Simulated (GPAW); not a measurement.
Runs of GPAW 26.7.0 on Ti. Symmetry: P6_3/mmc, No. 194, hexagonal system. The conventional cell has a = 2.950 Å, b = 2.950 Å, c = 4.680 Å, α = 90.00°, β = 90.00°, γ = 120.00°. Ti (site symmetry -6m2) is surrounded by 12 Ti at 2.89 to 2.95 Å. 

```tsv
task	level	potentials or basis	cell	k mesh	smearing	optimizer	fmax	max steps	convergence	band path	gap on the mesh (eV)	pressure (GPa)	relaxed volume (Å³/atom)
single point	PBE	GPAW PAW data sets (gpaw-data 1.2.1), pw	as given	10 × 10 × 6	gaussian 0.1 eV	-	-	-	-	-	none	-2.0	-
relaxation of cell and atoms	PBE	GPAW PAW data sets (gpaw-data 1.2.1), pw	relaxed	10 × 10 × 6	fermi-dirac 0.05 eV	LBFGS	0.02 eV/Å	60	density=1e-05 forces=0.0001	-	none	0.0	17.31
single point	PBE	GPAW PAW data sets (gpaw-data 1.2.1), pw	as given	10 × 10 × 6	gaussian 0.019 eV	-	-	-	-	-	none	-2.0	-
relaxation of cell and atoms	RPBE+D3	the program's PAW data sets (release 1.2.1) made for this functional, pw	relaxed	7 × 7 × 4	fermi-dirac 0.05 eV	LBFGS	0.01 eV/Å	100	-	-	none	-0.1	(a)
single point	PBE	GPAW PAW data sets (gpaw-data 1.2.1), pw	as given	10 × 10 × 6	gaussian 0.013 eV	-	-	-	-	-	none	-2.0	-
single point	PBE	GPAW PAW data sets (gpaw-data 1.2.1), pw	as given	10 × 10 × 6	gaussian 0.016 eV	-	-	-	-	-	none	-2.0	-
band structure	LDA	PAW data sets generated in the run's folder for this functional, pw	as given	7 × 7 × 4	fermi-dirac 0.05 eV	-	-	-	-	GMKGALHA,LM,KH	-	-10.2	-
single point	PBE	GPAW PAW data sets (gpaw-data 1.2.1), pw	as given	10 × 10 × 6	gaussian 0.02 eV	-	-	-	-	-	none	-2.0	-
```

Alike in all rows: no spin polarisation; cutoff (eV) 600.

Q: Fill in the values left out.

A: (a) 16.72.

Caveats: later steps reuse the first step's grids (some runs); pairwise dispersion overbinds metals, which lowers pressure and volume (some runs).

A gap of «none» marks a metal or a gap under the smearing width.
